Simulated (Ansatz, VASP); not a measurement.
# Two plane-wave programs on Pd

INCAR

```
SYSTEM = Pd
PREC = Accurate
ENCUT = 520
EDIFF = 1E-6
ISMEAR = -1
SIGMA = 0.1
LREAL = .FALSE.
LASPH = .TRUE.
NELM = 100
ALGO = Normal
ISIF = 2
LWAVE = .FALSE.
LCHARG = .FALSE.
GGA = B5
ALDAX = 1.0
AGGAX = 1.0
AGGAC = 1.0
ALDAC = 0.0
NBANDS = 17
```

Contents of KPOINTS:

```
Automatic mesh
0
G
  10 10 10
  0 0 0
```

The input POSCAR:

```
Pd
1.0
    0.0000000000      3.0059778785      3.0059778785
    3.0059778785      0.0000000000      3.0059778785
    3.0059778785      3.0059778785      0.0000000000
Pd
2
Direct
    0.1250000000      0.1250000000      0.1250000000
    0.8750000000      0.8750000000      0.8750000000
```

Input for Ansatz:

```yaml
crystal:
  lattice:
    - [0.0, 3.0059778785, 3.0059778785]
    - [3.0059778785, 0.0, 3.0059778785]
    - [3.0059778785, 3.0059778785, 0.0]
  atoms:
    - { symbol: Pd, position: [0.125, 0.125, 0.125] }
    - { symbol: Pd, position: [0.875, 0.875, 0.875] }
hamiltonian:
  xc: blyp
  pseudopotentials:
    kind: paw
    azcp:
      Pd: "pseudopotentials/Pd.paw.azcp"
basis:
  ecutwfc: 420
  fft_grid_basis: typed
kpoints:
  mp_grid: { grid: [10, 10, 10], shift: [0, 0, 0] }
magnetization:
  spin_polarized: false
scf:
  occupations: { method: fermi_dirac, width: 0.1 }
  lower_state_search: "off"
output:
  stress: true
  write_density: true
  write_potential: true
  elf: true
  volumetric_format: npy
```

Alike in both runs: task single point; functional BLYP; k mesh 10 × 10 × 10; occupations fermi-dirac, width 0.1 eV; no spin polarisation.

|  | VASP | Ansatz |
| --- | --- | --- |
| version | VASP 6.6.1 | Ansatz 0.2.0 |
| potentials or method | VASP PAW PBE potentials, release 64 (Pd) | plane waves (420 eV) with PAW, scalar-relativistic |
| plane-wave cutoff (eV) | 520 | 420 |
| valence electrons in the cell | 20 | 36 |

```tsv
	VASP	Ansatz	Ansatz less VASP
pressure (GPa)	-1.9	-1.9	-0.06
```

The functional is the same, so the differences come from potentials, cutoffs and numerics. The two sets of potentials don't hold the same shells in valence.

Caveats: the PAW data sets were made with another functional, which shifts forces and pressure a little (VASP).
